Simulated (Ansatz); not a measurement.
Program: Ansatz.

Input file:

```yaml
crystal:
  lattice:
    - [7.398, 0.0, 0.0]
    - [-3.699, 6.406856, 0.0]
    - [0.0, 0.0, 11.0]
  atoms:
    - { symbol: C, position: [0.00397219, 0.00567194, 0.08551233] }
    - { symbol: C, position: [0.22325449, 0.11802712, 0.09149846], spin: 0.09 }
    - { symbol: C, position: [0.00341566, 0.33786677, 0.07951188] }
    - { symbol: C, position: [0.22505563, 0.44870138, 0.08065977] }
    - { symbol: C, position: [0.00398546, 0.6706251, 0.08576817] }
    - { symbol: C, position: [0.22327785, 0.77757338, 0.09189721], spin: 0.09 }
    - { symbol: C, position: [0.33690799, 0.00468156, 0.12326266] }
    - { symbol: C, position: [0.56374408, 0.11801074, 0.09127989], spin: 0.09 }
    - { symbol: C, position: [0.33561351, 0.33734668, 0.08558383] }
    - { symbol: C, position: [0.5590654, 0.44915093, 0.08823604], spin: 0.08 }
    - { symbol: C, position: [0.33562318, 0.6706115, 0.08577935] }
    - { symbol: C, position: [0.55907691, 0.78220245, 0.08823617], spin: 0.08 }
    - { symbol: C, position: [0.67069214, 0.00565878, 0.08534981] }
    - { symbol: C, position: [0.89261144, 0.11621515, 0.0803891] }
    - { symbol: C, position: [0.67069921, 0.33733541, 0.08541487] }
    - { symbol: C, position: [0.89262159, 0.44872197, 0.08054772] }
    - { symbol: C, position: [0.67009449, 0.67119388, 0.08800069] }
    - { symbol: C, position: [0.89210682, 0.78220675, 0.08828415], spin: 0.08 }
    - { symbol: H, position: [0.33750167, 0.00578151, 0.22569721] }
magnetization:
  spin_polarized: true
basis:
  ecutwfc: 420.0
kpoints:
  mp_grid: { grid: [2, 2, 1] }
hamiltonian:
  xc: pbe
scf:
  occupations: { method: gaussian, width: 0.02 }
  lower_state_search: "off"
neb:
  images: 7
  f_tol: 0.05
  initial_path: idpp
  max_iterations: 71
  final_atoms:
    - { symbol: C, position: [-0.00231719, -0.00463439, 0.08447403] }
    - { symbol: C, position: [0.21912428, 0.10619972, 0.08750255] }
    - { symbol: C, position: [-0.00232256, 0.32925056, 0.0883037] }
    - { symbol: C, position: [0.22027439, 0.44054878, 0.08786174] }
    - { symbol: C, position: [-0.00231632, 0.66313701, 0.08448767] }
    - { symbol: C, position: [0.21912298, 0.77374703, 0.08750962] }
    - { symbol: C, position: [0.32589337, -0.00664179, 0.09113711] }
    - { symbol: C, position: [0.55360665, 0.10721329, 0.11246388] }
    - { symbol: C, position: [0.33157312, 0.32925056, 0.0883037] }
    - { symbol: C, position: [0.55461966, 0.44169824, 0.0875144] }
    - { symbol: C, position: [0.33157115, 0.6631423, 0.0883103] }
    - { symbol: C, position: [0.55462405, 0.77374703, 0.08750962] }
    - { symbol: C, position: [0.66746485, -0.00664179, 0.09113711] }
    - { symbol: C, position: [0.88707544, 0.10619972, 0.08750255] }
    - { symbol: C, position: [0.66746162, 0.33492324, 0.09114635] }
    - { symbol: C, position: [0.88707858, 0.44169824, 0.0875144] }
    - { symbol: C, position: [0.66545334, 0.66313701, 0.08448767] }
    - { symbol: C, position: [0.88693969, 0.77387938, 0.08400166] }
    - { symbol: H, position: [0.55359142, 0.10718283, 0.21519554] }
  order_check: true
```

Command:

```bash
$ ansatz run input.yaml --threads 2 --pin off --max-ram 5120MiB --backend cpu --events-out ev --progress --plain --runs-dir out
```

Task: What happens?

Result: It did not converge within its limit.

```
[...]
Error: did not converge after 100 iterations: magnetization_residual = 3.71e-5 (threshold 1.00e-7), under the density mixer `msr1`, which `scf.mixing.algorithm: auto` chose by the deck's other keys (type `scf.mixing.algorithm: msr1` to keep it); raise `scf.max_iter`, which need not help a stalled SCF, or adjust the mixing (`scf.mixing`) or, under a smearing, its width (`scf.occupations.width`, in either direction: another width is another result); at 16 of the mixer's solves, the last at …
```
